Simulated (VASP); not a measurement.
Wanted: the native input for a VASP 6.6.1 run.

```
Task                   : relaxation of cell and atoms
Functional             : PBE
Dispersion             : TS-HI
Potentials or basis    : VASP PAW PBE potentials, release 64 (Ni)
Cutoff                 : 600 eV
k mesh                 : 10 × 10 × 10
Occupations            : fermi-dirac, width 0.05 eV
Spin                   : collinear spin, ferromagnetic start
Starting moments       : [1.0] μB
Further INCAR settings : ALGO = Fast; EDIFF = 1e-06; IBRION = 2; EDIFFG = -0.005; NSW = 40; ISIF = 3
```

The structure of Ni lies in POSCAR:

```
Ni
1.0
    0.0000000000      1.7375729330      1.7375729330
    1.7375729330      0.0000000000      1.7375729330
    1.7375729330      1.7375729330      0.0000000000
Ni
1
Direct
    0.0000000000      0.0000000000      0.0000000000
```

These files were run (other wordings do the same):

INCAR

```
  PREC = Accurate
  ENCUT = 600
  EDIFF = 1E-6
  ISMEAR = -1
  SIGMA = 0.05
  LREAL = F
  LASPH = T
  NELM = 150
  ALGO = Fast
  ISIF = 3
  LWAVE = F
  LCHARG = F
  ISPIN = 2
  MAGMOM = 1
  LORBIT = 11
  LMAXMIX = 4
  GGA = PE
  IVDW = 21
  IBRION = 2
  NSW = 40
  EDIFFG = -0.005
```

KPOINTS

```
Automatic mesh
0
Gamma
  10 10 10
```

Potentials or basis: VASP PAW PBE potentials, release 64 (Ni).

Command:

```console
$ cat potpaw_PBE.64/Ni/POTCAR > POTCAR
$ mpirun -np 1 vasp_std > vasp.out
```

Results of the run:

```
Relaxed volume                                        : 10.10 Å³/atom
Relaxed cell                                          : a = 2.426 Å, b = 2.426 Å, c = 2.426 Å, α = 60.00°, β = 60.00°, γ = 60.00°
Space group after relaxing (to 0.05 Å)                : Fm-3m (No. 225)
Energy gained by relaxing                             : 11.2 meV/atom
Ionic steps                                           : 9
Pressure after relaxing                               : -0.1 GPa
Band gap on the k mesh                                : none (metal or under the smearing width)
Net moment                                            : 0.69 μB per cell
Site moments                                          : Ni +0.69 μB
Valence electrons inside the program's atomic spheres : Ni 9.45
Dispersion energy per atom                            : -1.005 eV
```

Caveat: pairwise dispersion overbinds metals, which lowers pressure and volume.

Wall time 54 s on 1 thread of Intel(R) Xeon(R) 6975P-C (Granite Rapids), with other jobs on the host, peak memory 0.14 GiB.
